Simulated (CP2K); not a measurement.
Band structure of NaBr (Fm-3m, 2 atoms in the cell).

```xyz
2
Lattice="4.1924 0.0000 0.0000 2.0962 3.6308 0.0000 2.0962 1.2103 3.4231" Properties=species:S:1:pos:R:3 pbc="T T T"
Na     0.0000     0.0000     0.0000
Br     4.1924     2.4205     1.7116
```

Method of the run: PBE, GPW, DZVP-MOLOPT-SR-GTH basis, GTH-PBE potentials (GTH_POTENTIALS) (CP2K).

Settings: CUTOFF = 950 Ry; REL_CUTOFF = 40 Ry; SMEAR/METHOD = FERMI_DIRAC; ELECTRONIC_TEMPERATURE = 116.05 K; KPOINTS/SCHEME = MONKHORST-PACK 5 5 5; XC_FUNCTIONAL = PBE; Na/BASIS_SET = DZVP-MOLOPT-SR-GTH; Na/POTENTIAL = GTH-PBE-q9; Br/BASIS_SET = DZVP-MOLOPT-SR-GTH; Br/POTENTIAL = GTH-PBE-q7; METHOD = GPW; EPS_DEFAULT = 1e-10; EXTRAPOLATION = USE_GUESS; NGRIDS = 5.

The starting cell comes from a database of computed structures (which also holds hypothetical and non-ambient phases and stackings), without a prior relaxation at this level. Its lattice was rescaled by a random factor within 2.5 % of one. Values carry the incompleteness of an atom-centred basis.

Q: Predict the gap along the standard path and the places of the band edges.

A: The gap along the path is 4.22 eV, direct at Γ to within 0.01 eV.

Levels in eV from the top of the valence band on the SCF mesh, bands 5 to 9:
| point | 5 | 6 | 7 | 8 | 9 |
|---|---|---|---|---|---|
| Γ | -12.82 | 0.00 | 0.00 | 0.00 | 4.22 |
| X | -12.46 | -1.87 | -0.70 | -0.70 | 6.57 |
| W | -12.45 | -1.35 | -1.35 | -0.86 | 7.74 |
| K | -12.46 | -1.59 | -1.26 | -0.56 | 7.45 |
| L | -12.53 | -2.12 | -0.27 | -0.27 | 6.96 |
| U | -12.46 | -1.59 | -1.26 | -0.56 | 7.45 |

Higher empty bands are left out: an atom-centred basis made for the valence describes them poorly.
